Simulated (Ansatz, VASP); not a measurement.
**As in VASP and in Ansatz**

The input INCAR:

```
PREC = Accurate ; ENCUT = 520
EDIFF = 1E-6 ; ISMEAR = 0
SIGMA = 0.02 ; LREAL = False
LASPH = True ; NELM = 100
ALGO = Normal ; ISIF = 2
LWAVE = False ; LCHARG = True
LELF = True ; LVHAR = True
NBANDS = 12
```

File KPOINTS:

```
regular mesh
0
Gamma
  11 11 11
```

The input POSCAR:

```
As
1.0
    1.8807968987      1.0858785957      3.5140619945
   -1.8807968987      1.0858785957      3.5140619945
    0.0000000000     -2.1717571915      3.5140619945
As
2
Direct
    0.2269485699      0.2269485699      0.2269485699
    0.7740000000      0.7740000000      0.7740000000
```

Input for Ansatz:

```yaml
crystal:
  lattice:
    - [1.8807968987, 1.0858785957, 3.5140619945]
    - [-1.8807968987, 1.0858785957, 3.5140619945]
    - [0.0, -2.1717571915, 3.5140619945]
  atoms:
    - { symbol: As, position: [0.2269485699, 0.2269485699, 0.2269485699] }
    - { symbol: As, position: [0.774, 0.774, 0.774] }
hamiltonian:
  xc: lda
kpoints:
  mp_grid: { grid: [11, 11, 11] }
scf:
  occupations: { method: gaussian, width: 0.02 }
  convergence: { dr2_threshold: 1.0e-11 }
basis:
  ecutwfc: 600
output:
  forces: true
```

Alike in both runs: task single point; functional LDA; k mesh 11 × 11 × 11; occupations gaussian, width 0.02 eV; no spin polarisation.

|  | VASP | Ansatz |
| --- | --- | --- |
| version | VASP 6.6.1 | Ansatz 0.2.0 |
| potentials or method | VASP PAW LDA potentials, release 64 (As) | scalar-relativistic, plane waves, PAW |
| plane-wave cutoff (eV) | 520 | 600 |
| valence electrons in the cell | 10 | 30 |

|  | VASP | Ansatz | Ansatz less VASP |
| --- | --- | --- | --- |
| rms of the force components (eV/Å) | 0.140 | 0.100 | -0.0408 |

Atom by atom the forces differ by 0.041 eV/Å (rms over components). The two sets of potentials don't hold the same shells in valence.
